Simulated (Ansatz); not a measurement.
Ir: ladder of functionals with RPBE+D3(BJ)

The system is Ir.

```
CELL_PARAMETERS angstrom
0.03073 1.94078 1.97057
1.89545 0.06610 1.93520
1.93426 1.94422 0.02729
ATOMIC_POSITIONS crystal
Ir 0.99993 0.99539 0.00878
```

The cell isn't the ideal one: cell strained at random at fixed volume.

```json
{
  "Program": "Ansatz 0.2.0",
  "Task": "ladder of functionals",
  "Functional": "RPBE",
  "Dispersion": "D3(BJ)",
  "Potentials or basis": "Ansatz PAW",
  "Cutoff": "420 eV",
  "Density cutoff": "1680 eV",
  "k mesh": "9 × 9 × 9",
  "Occupations": "tetrahedron",
  "Spin": "no spin polarisation",
  "Driver": "chain"
}
```

The pressure is -32.1 GPa and the band gap on the k mesh is none (metal or under the smearing width).

Stress tensor (GPa, compression positive):
```
-29.01 -12.18   1.37
-12.18 -30.15  -9.80
  1.37  -9.80 -37.07
```

Levels at points of the mesh, in eV from the Fermi level:
```tsv
k point	band 4	band 5	band 6	band 7	band 8	band 9	band 10	band 11	band 12	band 13
(0.00, 0.00, 0.00)	-49.30	-11.12	-4.26	-3.98	-3.43	-1.29	-0.96	13.62	18.46	19.10
```

Wall time 2.4 s on 2 threads of Arm Neoverse V2, on a shared host, peak memory 0.43 GiB.

Caveat: the potentials were made for another functional, which shifts forces and pressure; the cell as given lies far from equilibrium; pairwise dispersion overbinds metals, which lowers pressure and volume; with tetrahedron occupations forces and stress needn't match the slope of the energy. Spin-orbit coupling is left out, which matters for the levels of Ir.
